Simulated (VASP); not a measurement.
# NaH (Cmmm) in VASP: a series of runs

Aim: see how the results for NaH move with the level of theory and the settings. Levels: PBE, HSE06. Tasks: single point.

Program: VASP 6.6.1. These are calculated values, not measurements. Logs are shortened: lines on timing, memory, paths and dates and some standing lists are left out, and cuts for length are marked.

### Step 1. The cell of the first run

Symmetry: Cmmm, No. 65, orthorhombic system. Conventional cell: a = 4.136 Å, b = 4.158 Å, c = 2.932 Å, α = 90.00°, β = 90.00°, γ = 90.00°. Around Na (site symmetry mmm) lie 8 H at 2.54 Å. Around H (site symmetry mmm) lie 8 Na at 2.54 Å.

The cell was built by a generator and needn't be a form met in nature.

### Step 2. Single point, PBE (shear_xy strain -0.5%)

Contents of INCAR:

```
SYSTEM = NaH
ALGO = Normal
EDIFF = 1E-7
ENCUT = 520
GGA = PE
ISIF = 2
ISMEAR = -1
LASPH = .True.
LCHARG = .False.
LREAL = .False.
LWAVE = .False.
NBANDS = 11
NELM = 100
PREC = Accurate
SIGMA = 0.02
```

Contents of KPOINTS:

```
k-points
0
Gamma
  8 8 8
  0 0 0
```

Contents of POSCAR:

```
NaH
1.0
    2.9323912064     -0.0074775976      0.0000000000
   -0.0074775976      2.9323912064      0.0000000000
    0.0000000000      0.0000000000      2.9323912064
Na H
1 1
Direct
    0.0000000000      0.0000000000      0.0000000000
    0.5000000000      0.5000000000      0.5000000000
```

Potentials or basis: VASP PAW PBE potentials, release 64 (Na_pv, H).

The run is started by

```
> cat potpaw_PBE.64/Na_pv/POTCAR potpaw_PBE.64/H/POTCAR > POTCAR
> mpirun -np 1 vasp_std > vasp.out
```

OUTCAR:

```text
SYSTEM = NaH
   EDIFF = 1E-7
   ENCUT = 520
   GGA = PE
   ISIF = 2
   ISMEAR = -1
   LASPH = .True.
   LREAL = .False.
   NELM = 100
   PREC = Accurate

 ion  position               nearest neighbor table
   1  0.000  0.000  0.000-
   2  0.500  0.500  0.500-

  LATTYP: Found a base centered orthorhombic cell.
 ALAT       =     4.1364524943
 B/A-ratio  =     1.0051130383
 C/A-ratio  =     0.7089145132

  Lattice vectors:

 A1 = (   2.9323912064,  -0.0074775976,   0.0000000000)
 A2 = (  -0.0074775976,   2.9323912064,   0.0000000000)
 A3 = (   0.0000000000,   0.0000000000,   2.9323912064)

Analysis of symmetry for initial positions (statically):
=====================================================================
 Subroutine PRICEL returns:
 Original cell was already a primitive cell.

 Routine SETGRP: Setting up the symmetry group for a
 base centered orthorhombic supercell.

 Subroutine GETGRP returns: Found  8 space group operations
 (whereof  8 operations were pure point group operations)
 out of a pool of  8 trial point group operations.

The static configuration has the point symmetry D_2h.

Analysis of symmetry for dynamics (positions and initial velocities):
=====================================================================
 Subroutine PRICEL returns:
 Original cell was already a primitive cell.

 Routine SETGRP: Setting up the symmetry group for a
 base centered orthorhombic supercell.

 Subroutine GETGRP returns: Found  8 space group operations
 (whereof  8 operations were pure point group operations)
 out of a pool of  8 trial point group operations.

The dynamic configuration has the point symmetry D_2h.

 Subroutine INISYM returns: Found  8 space group operations
 (whereof  8 operations are pure point group operations),
 and found     1 'primitive' translations

----------------------------------------------------------------------------------------

                                     Primitive cell

  volume of cell :      25.2152

  direct lattice vectors                    reciprocal lattice vectors
     2.932391206 -0.007477598  0.000000000     0.341020837  0.000869603  0.000000000
    -0.007477598  2.932391206  0.000000000     0.000869603  0.341020837  0.000000000
     0.000000000  0.000000000  2.932391206     0.000000000  0.000000000  0.341018619

  length of vectors
     2.932400740  2.932400740  2.932391206     0.341021945  0.341021945  0.341018619

  position of ions in fractional coordinates (direct lattice)
     0.000000000  0.000000000  0.000000000
     0.500000000  0.500000000  0.500000000

  ion indices of the primitive-cell ions
   primitive index   ion index
                 1           1
                 2           2

----------------------------------------------------------------------------------------

 KPOINTS: k-points

Automatic generation of k-mesh.
 Grid dimensions read from file:
 generate k-points for:    8    8    8

 Generating k-lattice:

  Cartesian coordinates                     Fractional coordinates (reciprocal lattice)
     0.042627605  0.000108700  0.000000000     0.125000000  0.000000000  0.000000000
     0.000108700  0.042627605  0.000000000     0.000000000  0.125000000  0.000000000
     0.000000000  0.000000000  0.042627327     0.000000000  0.000000000  0.125000000

  Length of vectors
     0.042627743  0.042627743  0.042627327

  Shift w.r.t. Gamma in fractional coordinates (k-lattice)
     0.000000000  0.000000000  0.000000000

 Subroutine IBZKPT returns following result:
 ===========================================

 Found    105 irreducible k-points:

 Following reciprocal coordinates:
            Coordinates               Weight
  0.000000  0.000000  0.000000      1.000000
  0.125000  0.000000  0.000000      4.000000
  0.250000  0.000000  0.000000      4.000000
  0.375000  0.000000  0.000000      4.000000
  0.500000  0.000000  0.000000      2.000000
  0.125000  0.125000  0.000000      2.000000
[... 16 lines left out ...]
  0.125000  0.000000  0.125000      8.000000
  0.250000  0.000000  0.125000      8.000000
 [... further k-points ...]
   k-points           NKPTS =    105   k-points in BZ     NKDIM =    105   number of bands    NBANDS=     11
   number of dos      NEDOS =    301   number of ions     NIONS =      2
   total plane-waves  NPLWV =  13824
   dimension x,y,z NGX =    24 NGY =   24 NGZ =   24
   dimension x,y,z NGXF=    48 NGYF=   48 NGZF=   48
   ions per type =               1   1
   NGX,Y,Z   is equivalent  to a cutoff of  13.61, 13.61, 13.61 a.u.
   NGXF,Y,Z  is equivalent  to a cutoff of  27.21, 27.21, 27.21 a.u.
 SYSTEM =  NaH
   PREC   = accura    normal or accurate (medium, high low for compatibility)
   ISTART =      0    job   : 0-new  1-cont  2-samecut
   ICHARG =      2    charge: 1-file 2-atom 10-const
   ISPIN  =      1    spin polarized calculation?
   LNONCOLLINEAR =      F non collinear calculations
   LSORBIT =      F    spin-orbit coupling
   LASPH  =      T    aspherical Exc in radial PAW
   ENCUT  =  520.0 eV  38.22 Ry    6.18 a.u.   5.45  5.45  5.45*2*pi/ulx,y,z
   NELM   =    100;   NELMIN=  2; NELMDL= -5     # of ELM steps
   EDIFF  = 0.1E-06   stopping-criterion for ELM
   LREAL  =      F    real-space projection
   EDIFFG = 0.1E-05   stopping-criterion for IOM
   NSW    =      0    number of steps for IOM
   IBRION =     -1    ionic relax: 0-MD 1-quasi-New 2-CG
   NFREE  =      0    steps in history (QN), initial steepest desc. (CG)
   ISIF   =      2    stress and relaxation
   ISYM   =      2    0-nonsym 1-usesym 2-fastsym
   POTIM  = 0.5000    time-step for ionic-motion
   TEBEG  =    0.0;   TEEND  =   0.0 temperature during run
   PSTRESS=    0.0 pullay stress
   NELECT =       8.0000    total number of electrons
   NUPDOWN=      -1.0000    fix difference up-down
   EMIN   =  10.00;   EMAX   =-10.00  energy-range for DOS
   EFERMI =   0.00;   METHOD = LEGACY
   ISMEAR =    -1;   SIGMA  =   0.02  broadening in eV -4-tet -1-fermi 0-gaus
   EFERMI_NEDOS =   21; number of points for ismear=-14 and -15
   IALGO  =     38    algorithm
   IMIX   =      4    mixing-type and parameters
     AMIX     =   0.40;   BMIX     =  1.00
     AMIX_MAG =   1.60;   BMIX_MAG =  1.00
  volume/ion in A,a.u.               =      12.61        85.08
  Fermi-wavevector in a.u.,A,eV,Ry     =   1.116565  2.110001 16.962608  1.246717
  Thomas-Fermi vector in A             =   2.253180
   LORBIT       =      0    0 simple, 1 ext, 2 COOP (PROOUT), +10 PAW based schemes
   GGA     = PE    functional components
   LHFCALC =     F    Hartree Fock is set to
   AEXX    =    0.0000 exact exchange contribution
   IVDW    =     0    specifies the selected vdW correction
   LEPSILON=     F    determine dielectric tensor
   LRPA    =     F    only Hartree local field effects (RPA)
 non-spin polarized calculation
  energy-cutoff  :      520.00
  volume of cell :       25.22
 maximum number of plane-waves:       695
 NGX is ok and might be reduce to    24
   NGX = 11   NGY = 11   NGZ = 11

 number of electron       8.0000014 magnetization

 Free energy of the ion-electron system (eV)
  ---------------------------------------------------
  ext. energy  EPLUGINS =         0.00000000
  ---------------------------------------------------
  free energy    TOTEN  =        -4.77028668 eV

  energy without entropy =       -4.77028668  energy(sigma->0) =       -4.77028668

 E-fermi :   1.8562     XC(G=0):  -8.2405

 val. band max:        1.4230906459   @ k =   0.5000   0.5000   0.5000
 cond. band min:       2.4555541859   @ k =   0.0000   0.0000   0.5000
 fundamental gap:      1.0324635400
 Fermi energy:         1.8561715941

 k-point     1 :       0.0000    0.0000    0.0000
  band No.  band energies     occupation
      1     -23.1393      2.00000
      2     -23.1388      2.00000
      3     -23.1383      2.00000
      4      -4.6059      2.00000
      5      10.2685      0.00000
      6      12.4802      0.00000
      7      12.4805      0.00000
      8      14.0827      0.00000
      9      14.0839      0.00000
     10      14.0858      0.00000
     11      27.4072      0.00000

 k-point     2 :       0.1250    0.0000    0.0000
  band No.  band energies     occupation
      1     -23.1670      2.00000
      2     -23.1364      2.00000
      3     -23.1364      2.00000
      4      -4.3575      2.00000
      5       8.7849      0.00000
      6      11.4438      0.00000
      7      12.7423      0.00000
      8      14.2698      0.00000
      9      14.2702      0.00000
     10      17.1989      0.00000
     11      25.3387      0.00000

 k-point     3 :       0.2500    0.0000    0.0000
  band No.  band energies     occupation
      1     -23.2345      2.00000
      2     -23.1305      2.00000
      3     -23.1305      2.00000
      4      -3.6503      2.00000
      5       5.9209      0.00000
      6      11.7523      0.00000
      7      13.5181      0.00000
      8      14.8088      0.00000
      9      14.8099      0.00000
     10      21.4155      0.00000
     11      22.5241      0.00000

 k-point     4 :       0.3750    0.0000    0.0000
  band No.  band energies     occupation
      1     -23.3012      2.00000
      2     -23.1246      2.00000
      3     -23.1245      2.00000
      4      -2.6584      2.00000
      5       3.5382      0.00000
      6      12.2651      0.00000
      7      14.7424      0.00000
      8      15.5940      0.00000
      9      15.5968      0.00000
     10      19.7190      0.00000
     11      20.5226      0.00000
[... 239 lines left out ...]
 k-point    22 :       0.0000    0.0000    0.1250
  band No.  band energies     occupation
      1     -23.1670      2.00000
      2     -23.1369      2.00000
      3     -23.1359      2.00000
      4      -4.3575      2.00000
      5       8.7847      0.00000
      6      11.4439      0.00000
      7      12.7426      0.00000
      8      14.2676      0.00000
      9      14.2725      0.00000
     10      17.1985      0.00000
     11      25.3376      0.00000

 k-point    23 :       0.1250    0.0000    0.1250
  band No.  band energies     occupation
      1     -23.1667      2.00000
      2     -23.1618      2.00000
      3     -23.1339      2.00000
      4      -4.1139      2.00000
      5       8.5477      0.00000
      6       9.8561      0.00000
      7      12.3319      0.00000
      8      14.4613      0.00000
      9      16.9839      0.00000
     10      17.7027      0.00000
     11      22.5486      0.00000

 k-point    24 :       0.2500    0.0000    0.1250
  band No.  band energies     occupation
      1     -23.2310      2.00000
      2     -23.1573      2.00000
      3     -23.1281      2.00000
      4      -3.4214      2.00000
      5       6.1266      0.00000
      6       9.9221      0.00000
      7      12.8833      0.00000
      8      15.0173      0.00000
      9      17.5830      0.00000
     10      19.7897      0.00000
     11      21.5631      0.00000

 [... further k-points ...]

------------------------ aborting loop because EDIFF is reached ----------------------------------------

  FORCE on cell =-STRESS in cart. coord.  units (eV):
  Direction    XX          YY          ZZ          XY          YZ          ZX
  --------------------------------------------------------------------------------------
  -------------------------------------------------------------------------------------
  Total        0.1226241      0.1226241      0.1226078     -0.0038070      0.0000000      0.0000000
  in kB        7.7915410      7.7915410      7.7905082     -0.2418961      0.0000000      0.0000000
  external PRESSURE =       7.7911967 kB  Pullay stress =       0.0000000 kB

 VOLUME and BASIS-vectors are now :
 -----------------------------------------------------------------------------
  energy-cutoff  :      520.00
  volume of cell :       25.22
      direct lattice vectors                 reciprocal lattice vectors
     2.932391206 -0.007477598  0.000000000     0.341020837  0.000869603  0.000000000
    -0.007477598  2.932391206  0.000000000     0.000869603  0.341020837  0.000000000
     0.000000000  0.000000000  2.932391206     0.000000000  0.000000000  0.341018619

 POSITION                                       TOTAL-FORCE (eV/Angst)
 -----------------------------------------------------------------------------------
      0.00000      0.00000      0.00000         0.000000      0.000000      0.000000
      1.46246      1.46246      1.46620        -0.000000      0.000000      0.000000
 -----------------------------------------------------------------------------------
    total drift:                                0.000000      0.000000      0.000000

  FREE ENERGIE OF THE ION-ELECTRON SYSTEM (eV)
  ---------------------------------------------------
  free  energy   TOTEN  =        -4.7702866845 eV

  energy  without entropy=       -4.7702866845  energy(sigma->0) =       -4.77028668
```

Wall time 16 s (1 thread of Intel Xeon Platinum 8375C at 2.90GHz (Ice Lake), shared host); peak memory 0.14 GiB.

What came out:

```
Free energy            : -4.7703 eV
Pressure               : 0.8 GPa
Band gap on the k mesh : 1.03 eV, indirect (least direct gap 4.50 eV)
```

A k mesh can miss the band edges.

### Step 3. Single point, HSE06 (hydrostatic strain +1.4%)

Contents of POSCAR:

```
NaH
1.0
    2.9743244007      0.0000000000      0.0000000000
    0.0000000000      2.9743244007      0.0000000000
    0.0000000000      0.0000000000      2.9743244007
Na H
1 1
Direct
    0.0000000000      0.0000000000      0.0000000000
    0.5000000000      0.5000000000      0.5000000000
```

Contents of INCAR.step1:

```
SYSTEM = NaH
ALGO     = Normal         ! electronic algorithm
EDIFF    = 1E-5           ! SCF threshold, eV
ENCUT    = 520            ! plane-wave cutoff, eV
GGA      = PE             ! functional
ISIF     = 2              ! what is computed and relaxed
ISMEAR   = 0              ! smearing method
LASPH    = .TRUE.         ! aspherical terms in the spheres
LCHARG   = .FALSE.        ! write CHGCAR
LREAL    = .FALSE.        ! projectors in reciprocal space
LWAVE    = .TRUE.         ! write WAVECAR
NBANDS   = 11             ! bands
NELM     = 100            ! most SCF steps
PREC     = Accurate       ! precision mode
SIGMA    = 0.01           ! smearing width, eV
```

Contents of INCAR.step2:

```
SYSTEM = NaH
ALGO     = Normal         ! electronic algorithm
EDIFF    = 1E-6           ! SCF threshold, eV
ENCUT    = 520            ! plane-wave cutoff, eV
GGA      = PE             ! functional
HFSCREEN = 0.2079         ! screening, 1/A
ISIF     = 2              ! what is computed and relaxed
ISMEAR   = 0              ! smearing method
ISTART   = 1            
LASPH    = .TRUE.         ! aspherical terms in the spheres
LCHARG   = .FALSE.        ! write CHGCAR
LHFCALC  = .TRUE.         ! exact exchange
LREAL    = .FALSE.        ! projectors in reciprocal space
LWAVE    = .FALSE.        ! write WAVECAR
NBANDS   = 11             ! bands
NELM     = 100            ! most SCF steps
PREC     = Accurate       ! precision mode
PRECFOCK = Normal       
SIGMA    = 0.01           ! smearing width, eV
```

Contents of KPOINTS:

```
k-points
0
G
  6 6 6
  0 0 0
```

Potentials or basis: VASP PAW PBE potentials, release 64 (Na_pv, H).

The run is started by

```
> cat potpaw_PBE.64/Na_pv/POTCAR potpaw_PBE.64/H/POTCAR > POTCAR
> cp INCAR.step1 INCAR
> mpirun -np 1 vasp_std > vasp.out
> cp INCAR.step2 INCAR
> mpirun -np 1 vasp_std > vasp.out
```

Wall time 6.6 min (1 thread of Intel Xeon Platinum 8375C at 2.90GHz (Ice Lake), shared host); peak memory 0.23 GiB.

The run converged. Its results:

```
Free energy            : -5.4426 eV
Pressure               : -0.7 GPa
Band gap on the k mesh : 1.87 eV, indirect (least direct gap 5.57 eV)
```

Levels at points of the mesh, in eV from the valence-band top:
| k point | band 1 | band 2 | band 3 | band 4 | band 5 | band 6 | band 7 | band 8 |
| --- | --- | --- | --- | --- | --- | --- | --- | --- |
| (0.00, 0.00, 0.00) | -27.07 | -27.07 | -27.07 | -6.38 | 9.89 | 12.03 | 12.03 | 13.60 |
| (0.50, 0.00, 0.00) | -27.23 | -27.05 | -27.05 | -3.70 | 1.87 | 12.12 | 15.29 | 15.70 |
| (0.50, 0.50, 0.00) | -27.20 | -27.20 | -27.04 | -1.87 | 5.16 | 5.16 | 7.85 | 15.96 |
| (0.50, 0.50, 0.50) | -27.18 | -27.18 | -27.18 | 0.00 | 7.87 | 7.87 | 7.87 | 10.16 |

Caveat: the PAW data sets were made with another functional, which shifts forces and pressure a little.
